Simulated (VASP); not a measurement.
A run of VASP 6.6.1 is set up as follows.

File INCAR:

```
SYSTEM = SiC
PREC = Accurate
ENCUT = 600
EDIFF = 1E-6
ISMEAR = -1
SIGMA = 0.05
LREAL = .False.
LASPH = .True.
NELM = 100
ALGO = Fast
ISIF = 3
LWAVE = .False.
LCHARG = .False.
GGA = PE
IBRION = 2
NSW = 60
EDIFFG = -0.005
PSTRESS = 200
```

Contents of KPOINTS:

```
Automatic mesh
0
Gamma
  10 10 10
  0 0 0
```

Contents of POSCAR:

```
SiC
1.0
    0.0000000000      2.1790000000      2.1790000000
    2.1790000000      0.0000000000      2.1790000000
    2.1790000000      2.1790000000      0.0000000000
Si C
1 1
Direct
    0.0000000000      0.0000000000      0.0000000000
    0.7500000000      0.7500000000      0.7500000000
```

Potentials or basis: VASP PAW PBE potentials, release 64 (Si, C).

Command:

```sh
$ cat potpaw_PBE.64/Si/POTCAR potpaw_PBE.64/C/POTCAR > POTCAR
$ mpirun -np 1 vasp_std > vasp.out
```

Question: Predict the space group after relaxing (to 0.05 Å).

Answer: F-43m (No. 216).

Question: What does it give for the band gap on the k mesh?

Answer: 1.29 eV, indirect (least direct gap 4.61 eV).

Question: Estimate the relaxed volume.

Answer: 9.68 Å³/atom.

Question: What does it give for the relaxed cell?

Answer: a = 3.014 Å, b = 3.014 Å, c = 3.014 Å, α = 60.00°, β = 60.00°, γ = 60.00°.

Step by step:
```
step  energy change (eV)  largest force (eV/Å)  pressure (GPa)  volume (Å³)
   1              0.0000                0.0000            3.07        20.69
   2              0.4812                0.0000           52.67        17.59
   3              0.0882                0.0000           19.53        19.39
   4              0.0918                0.0000           19.95        19.36
```

Caveat: the cell is relaxed towards a set pressure, so the enthalpy falls and the energy may rise. As with any semilocal functional, this PBE gap is likely too small.
